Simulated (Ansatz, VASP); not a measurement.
# One calculation of H5NO, two programs

```xyz
35
Lattice="7.0136 0.0000 0.0000 0.0000 7.0136 0.0000 0.0000 0.0000 7.0136" Properties=species:S:1:pos:R:3 pbc="T T T"
O     1.7425    2.6736    6.1456
O     1.8988    2.6916    3.4968
O     6.1186    0.8985    0.7738
O     0.3811    5.6052   -0.2006
O     5.4017    5.9839    4.8362
H     1.0595    3.3571    6.2450
H     1.8096    2.5462    5.1558
H     2.5036    3.5033    3.3510
H     2.1876    2.0102    2.8338
H     5.4722    0.5589    1.4131
H     6.5047    0.0795    0.3598
H     1.3232    5.8494   -0.2203
H     0.2640    4.8873    0.5594
H     6.1963    5.8667    5.3981
H     5.2785    6.9738    4.7331
H     4.7227    2.4681    4.4409
H     5.9097    1.7774    3.5342
H     4.3296    1.4102    3.2619
H     3.6164    4.8580    2.0592
H     2.6348    5.6952    3.1023
H     4.1067    5.2079    3.6331
H     6.7074    2.8368    1.1824
H     7.5776    3.5471    2.3714
H     6.0340    4.0651    2.0434
H     4.4255    4.9520   -0.6837
H     4.8693    3.6063    0.1092
H     3.3173    3.7949   -0.2936
H     1.5001    0.3691    1.5343
H     2.2642    1.4469    0.5784
H     3.0752    0.1207    1.1470
N     5.0180    1.5875    4.0010
N     3.3092    4.9313    3.0434
N     6.9069    3.7535    1.6123
N     4.1299    4.3128    0.0686
N     2.3975    0.8399    1.4037
```

Alike in both runs: functional PBE; k mesh 1 × 1 × 1; occupations fermi-dirac, width 0.02 eV; no spin polarisation.

Ansatz relaxed the structure, and its values are those at the end. VASP's run is a single point on that final structure, the one shown.

|  | VASP | Ansatz |
| --- | --- | --- |
| version | VASP 6.6.1 | Ansatz 0.2.0 |
| potentials or method | VASP PAW PBE potentials, release 64 (O, H, N) | scalar-relativistic, plane waves, PAW |
| plane-wave cutoff (eV) | 520 | 420 |
| valence electrons in the cell | 80 | 80 |

Ansatz gave:

- gap on the k mesh at the Fermi level (eV): 4.04
- rms of the force components (eV/Å): 0.067

Problem. Which values does VASP return?

Solution. gap on the k mesh at the Fermi level (eV): 4.03; rms of the force components (eV/Å): 0.065.

The functional is the same, so the differences come from potentials, cutoffs and numerics. Ansatz warned: «xc_potential_rough_in_thin_density».
